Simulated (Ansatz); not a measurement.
# TiSi2 (Cmcm) in Ansatz: further runs, part 2 of 2

Ansatz 0.2.0. Earlier steps stand in the parts before.

### Step 5. Relaxation of cell and atoms, r2SCAN, target pressure 10 GPa, at which the enthalpy is minimised

The input, input.yaml:

```yaml
crystal:
  lattice:
    - [1.765105025, -6.759281535, 0.0]
    - [1.765105025, 6.759281535, 0.0]
    - [0.0, 0.0, 3.56517397]
  atoms:
    - { symbol: Ti, position: [0.10311808, 0.89688192, 0.25] }
    - { symbol: Ti, position: [0.89688192, 0.10311808, 0.75] }
    - { symbol: Si, position: [0.75031482, 0.24968518, 0.25] }
    - { symbol: Si, position: [0.24968518, 0.75031482, 0.75] }
    - { symbol: Si, position: [0.44174855, 0.55825145, 0.25] }
    - { symbol: Si, position: [0.55825145, 0.44174855, 0.75] }
hamiltonian:
  xc: r2scan
  pseudopotentials: { kind: paw }
kpoints:
  mp_grid: { grid: [8, 8, 8] }
scf:
  occupations: { method: fermi_dirac, width: 0.05 }
output:
  forces: true
  stress: true
  eigenvalues: true
relax:
  f_tol: 0.01
  max_steps: 40
  cell: { stress_tol: 0.05, p_target: 10.0 }
```

Potentials or basis: Ansatz PAW.

Launch:

```bash
> ansatz run input.yaml --threads 2 --pin off --max-ram 5632MiB --backend cpu --events-out ev --progress --plain --runs-dir out
```

Output:

```text
Warning: RAYON_NUM_THREADS=2 ignored (pool sized by the plan → 2); use --threads N
Engine: ansatz 0.2.0, aarch64-unknown-linux-gnu
Pseudopotentials: kind: paw
Pseudopotential: Ti, paw, valence charge 12, recommended cutoff 500 eV (meta_gga), Ti.paw.azcp
Pseudopotential: Si, paw, valence charge 4, recommended cutoff 500 eV (meta_gga), Si.paw.azcp
Functional definition: r2SCAN
  parameter k0 = 0.174
  parameter k1 = 0.065
  parameter a1 = 4.9479
  exchange = r2scan_x(k0 = k0, k1 = k1, a1 = a1)
  correlation = r2scan_c
Crystal: 6 atoms, lattice volume = 85.071 Å³
Basis set: ecut = 500 eV, 2175 PW (Γ), exchange–correlation on 216×216×108 points (64 copies of the dense FFT grid, shifted against one another)
Bands: 26, of which v1, the nominal top of the filled ones, is band 20 counted from 1 (19 counted from 0)
Symmetry: 8 space group operations
Space group: Cmcm (ITA 63), of the structure as read, at distance tolerance 4.4e-5 Å
k-points: 105 of 512
[... 105 lines left out ...]
--- Forces (eV/Å), atoms counted from 1 ---
  atom   1  Ti    -0.00000000     0.00003555     0.00000000
  atom   2  Ti     0.00000000    -0.00003555     0.00000000
  atom   3  Si    -0.00000000    -0.00063454     0.00000000
  atom   4  Si     0.00000000     0.00063454     0.00000000
  atom   5  Si     0.00000000    -0.00219653     0.00000000
  atom   6  Si    -0.00000000     0.00219653     0.00000000
  max |Σ_I F_I| component: 1.37e-17 eV/Å
--- Stress (GPa, compression-positive) ---
        9.991051      -0.000000       0.000000
       -0.000000       9.985280       0.000000
        0.000000       0.000000       9.992132
  P = ⅓ Tr σ = 9.9895 GPa (99.895 kbar)
--- Band table (eV; the first three rows and the last of 105) ---
  k-point 0: bands = ["-44.9329", "-44.9164", "-20.2815", "-20.2280", "-20.2187", "-20.1968", "-20.1845", "-20.1460", "-0.2763", "2.4486", "4.5915", "10.3377", "10.4999", "10.7268", "11.2381", "11.2734", "11.7198", "11.7589", "11.9767", "14.4929", "14.9561", "15.0534", "15.2751", "15.4331", "15.5970", "16.5968"]
  k-point 1: bands = ["-44.9315", "-44.9163", "-20.2789", "-20.2425", "-20.2167", "-20.1965", "-20.1950", "-20.1461", "-0.0723", "2.6170", "4.7754", "8.6230", "9.8589", "10.8301", "11.1482", "11.7218", "11.8034", "11.8995", "12.4474", "14.1243", "14.5106", "14.7966", "15.7900", "16.1052", "16.1881", "16.2758"]
  k-point 2: bands = ["-44.9279", "-44.9163", "-20.2805", "-20.2746", "-20.2115", "-20.2105", "-20.1960", "-20.1508", "0.5306", "3.1196", "5.1757", "6.7983", "8.1791", "10.4871", "11.0819", "11.6006", "12.0215", "12.1044", "13.5647", "13.6049", "14.2869", "14.5958", "15.6916", "16.3675", "16.4682", "16.6201"]
  k-point 104: bands = ["-44.9195", "-44.9195", "-20.3163", "-20.3163", "-20.1998", "-20.1998", "-20.1797", "-20.1797", "3.2517", "3.2517", "4.0586", "4.0586", "10.1952", "10.1952", "10.2886", "10.2886", "11.6503", "11.6503", "13.0413", "13.0413", "14.8745", "14.8745", "16.0878", "16.0878", "16.9422", "16.9422"]
--- Relaxed structure (5 steps of the walk, 5 accepted, 1 SCFs on fresh bases) ---
  F+E_penalty+E_count = -7568.16875461 eV   max|allowed force component| = 2.197e-3 eV/Å   (the final SCF, on the basis selected at the relaxed cell)
  cell:  # Å, volume = 79.4867 Å³
    - [1.733761584021268, -6.532739921693373, 0.0]
    - [1.733761584021268, 6.532739921693373, 0.0]
    - [0.0, 0.0, 3.508970274093165]
  atoms:
    - { symbol: Ti, position: [0.10171887917234679, 0.8982811208276531, 0.24999999999999997] }
    - { symbol: Ti, position: [0.8982811208276531, 0.10171887917234679, 0.7499999999999999] }
    - { symbol: Si, position: [0.7505159066215807, 0.2494840933784192, 0.24999999999999997] }
    - { symbol: Si, position: [0.2494840933784192, 0.7505159066215807, 0.7499999999999999] }
    - { symbol: Si, position: [0.43963216611110617, 0.5603678338888937, 0.24999999999999997] }
    - { symbol: Si, position: [0.5603678338888937, 0.43963216611110617, 0.7499999999999999] }
```

It took 86 s on 2 threads of Arm Neoverse V2, shared host; peak memory 0.89 GiB.

What came out:

* Free energy: -7568.1688 eV
* Relaxed volume: 13.25 Å³/atom
* Relaxed cell: a = 6.759 Å, b = 6.759 Å, c = 3.509 Å, α = 90.00°, β = 90.00°, γ = 150.27°
* Space group after relaxing (to 0.05 Å): Cmcm (No. 63)
* Energy change on relaxing (the enthalpy is what falls): +26.7 meV/atom
* Ionic steps: 6
* Pressure after relaxing: 10.0 GPa
* Band gap on the k mesh: none (metal or under the smearing width)

Forces in eV/Å, atoms in the order of the input:
```
Ti   0.000  0.000  0.000
Ti   0.000  0.000  0.000
Si   0.000 -0.001  0.000
Si   0.000  0.001  0.000
Si   0.000 -0.002  0.000
Si   0.000  0.002  0.000
```

Step by step:
```csv
step,energy change (eV),largest force (eV/Å),volume (Å³)
1,0.0000,0.0221,85.07
2,0.2506,0.0283,78.29
3,0.1495,0.0166,79.65
4,0.1585,0.0044,79.50
5,0.1592,0.0021,79.49
6,0.1605,0.0022,79.49
```

Final structure:
```
CELL_PARAMETERS angstrom
1.73376 -6.53274 0.00000
1.73376 6.53274 0.00000
0.00000 0.00000 3.50897
ATOMIC_POSITIONS crystal
Ti 0.10172 0.89828 0.25000
Ti 0.89828 0.10172 0.75000
Si 0.75052 0.24948 0.25000
Si 0.24948 0.75052 0.75000
Si 0.43963 0.56037 0.25000
Si 0.56037 0.43963 0.75000
```

Levels at points of the mesh, in eV from the Fermi level:
```csv
k point,band 17,band 18,band 19,band 20,band 21,band 22,band 23,band 24
"(0.00, 0.00, 0.00)",-2.39,-2.35,-2.13,0.39,0.85,0.95,1.17,1.33
"(0.00, 0.00, -0.50)",-1.85,-1.85,-0.07,-0.07,1.25,1.25,1.57,1.57
"(0.00, -0.50, 0.00)",-2.06,-1.46,-0.73,-0.69,-0.68,1.42,1.79,1.93
"(0.00, -0.50, -0.50)",-3.50,-3.50,-2.85,-2.85,2.05,2.05,2.27,2.27
"(-0.50, -0.50, 0.00)",-2.89,-2.22,-1.27,0.29,0.65,0.66,0.98,1.70
"(-0.50, -0.50, -0.50)",-2.46,-2.46,-1.06,-1.06,0.77,0.77,1.98,1.98
```

Caveat: the plane-wave basis is chosen anew once the cell has moved, so the energies of steps on either side of that aren't comparable; the PAW data sets come from PBE, with cores solved anew for the run's functional, which leaves a small shift of forces and pressure.

### Step 6. Summary

```csv
cell,target pressure (GPa),gap on the mesh (eV),pressure (GPa)
relaxed,0,none,0.0
relaxed to 2 GPa,2,none,2.0
relaxed to 5 GPa,5,none,5.0
relaxed to 10 GPa,10,none,10.0
```

Alike in all rows: task relaxation of cell and atoms; level r2SCAN; potentials or basis Ansatz PAW; no spin polarisation; k mesh 8 × 8 × 8; cutoff (eV) 500; smearing fermi-dirac 0.05 eV.

Caveats: the plane-wave basis is chosen anew once the cell has moved, so the energies of steps on either side of that aren't comparable; the PAW data sets come from PBE, with cores solved anew for the run's functional, which leaves a small shift of forces and pressure.

Absolute energies hang on the potentials; compare differences alone.
